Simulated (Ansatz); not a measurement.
## 6 guesses for Si₂C and where they end

These are results of DFT PBE, scalar-relativistic, plane waves, PAW in Ansatz, not measurements. Settings: cutoff 420 eV, Γ-centred meshes spaced at most about 0.3 Å⁻¹, and about 0.25 Å⁻¹ or finer for metals (2π included), Gaussian smearing. No spin polarisation in the final relaxations.

Each guess was relaxed in cell and atoms at zero pressure, within the symmetry of its start. These are static total energies at zero pressure. Coordination counts C atoms around Si (those within 1.25 times the shortest such distance or 1.15 times the sum of covalent radii; the shortest distance is added where it is long for a bond; a slash parts the counts of unlike sites). For orderings, «n of Z unlike» gives the unlike atoms among the Z nearest shared sites at the start, averaged over those sites.

```csv
guess,made from,start group,V start (Å³/atom),end group,V end (Å³/atom),coordination at the end,gap on mesh (eV),E over the lowest end (meV/atom)
1,"Si/C on fcc sites, 4.0 of 12 unlike",P-3m1,14.4,P-3m1 (anti-cadmium iodide),10.8,Si 3,0,359
2,Si/C ordered on a cell of Si,P6/mmm,14.4,P6/mmm,12.3,Si 1,0,944
3,Si/C ordered on a cell of C,P6/mmm,14.4,P6/mmm,16.9,Si 1,0,930
4,"Si/C on diamond sites, 2.0 of 4 unlike",P-3m1,14.4,P-3m1,13.2,Si 3/3 from 3.5 Å,0,100
5,"Si/C on diamond sites, 2.7 of 4 unlike",P-3m1,14.4,P-3m1,13.1,Si 1/3,0,0
6,"Si/C on hcp sites, 6.7 of 12 unlike",Cmcm,14.4,?,?,?,?,?
```

Guess 6 as it starts:

```
Si C
1.0
     4.09490   -2.36419    0.00000
     4.09490    2.36419    0.00000
     0.00000    0.00000    4.46293
Si C
4 2
Direct
  0.66667 0.00000 0.25000
  0.00000 0.33333 0.25000
  0.33333 0.00000 0.75000
  0.00000 0.66667 0.75000
  0.33333 0.66667 0.25000
  0.66667 0.33333 0.75000
```

Problem. Predict the end of this guess and its energy over the lowest end.

Solution. It ends in space group Fmmm (No. 69), with a = 2.834 Å, b = 6.108 Å, c = 9.130 Å, 13.2 Å³/atom and no gap. It lies 0.53 eV/atom over the lowest end, above guess 1 and below guess 3. Counting C atoms around Si, this end has Si 2 and the lowest (guess 5) has Si 1/3. This end and the lowest (guess 5) both hold Si–Si nets.

```cif
data_structure
_symmetry_space_group_name_H-M 'Fmmm'
_symmetry_Int_Tables_number 69
_cell_length_a 2.8339
_cell_length_b 6.1079
_cell_length_c 9.1303
_cell_angle_alpha 90.000
_cell_angle_beta 90.000
_cell_angle_gamma 90.000
_cell_volume 158.04
loop_
_atom_site_label
_atom_site_type_symbol
_atom_site_symmetry_multiplicity
_atom_site_Wyckoff_symbol
_atom_site_fract_x
_atom_site_fract_y
_atom_site_fract_z
_atom_site_occupancy
Si1 Si 8 i 0.50000 0.00000 0.63895 1
C1 C 4 b 0.50000 0.00000 0.00000 1
```

The zero of energy is the elements' standard structures at the same level; no fitted shifts are applied.

Problem. Is the lowest end bound against the elements?

Solution. No: its formation energy is +0.25 eV/atom. It can't be a ground state, since the elements alone are lower.

The k mesh leaves some 4 meV/atom of noise in the energy of each metallic cell. Weakly bound directions are ill-defined at this level, which has no dispersion term (Fmmm, P6/mmm at 16.9 Å³/atom), and this can change margins and order among such cells. The reference form of C is held partly by dispersion forces, which this level lacks. Cells relaxed within their symmetry can be saddle points. A lower structure may well exist outside this small set. Some structure types and database cells were kept out of the candidates from the start, so a known form may be missing.

The energies favour tetrahedral carbon bonded only to silicon. Both low-lying ends derive from diamond-type orderings, and the one with more unlike neighbours at the start wins by 100 meV/atom, probably because the other trades Si–C bonds for C–C and Si–Si ones. The number of C atoms around Si doesn't set the order by itself: guess 1 matches or exceeds the lowest end in this count, yet its octahedral carbon suits directional sp³ bonding poorly. In the Fmmm end, carbon has its silicon neighbours in a plane, within flat sheets, which likely explains much of its 0.53 eV/atom penalty.

Even the best ordering must fit Si–Si nets to the much shorter Si–C bonds, and this strain probably helps to make it unbound. That agrees with the known phase diagram, where SiC is the only stable solid compound and silicon-rich mixtures separate into SiC and Si. The zero gap of the diamond-derived ends doesn't establish that they are metals, as PBE tends to close small gaps.
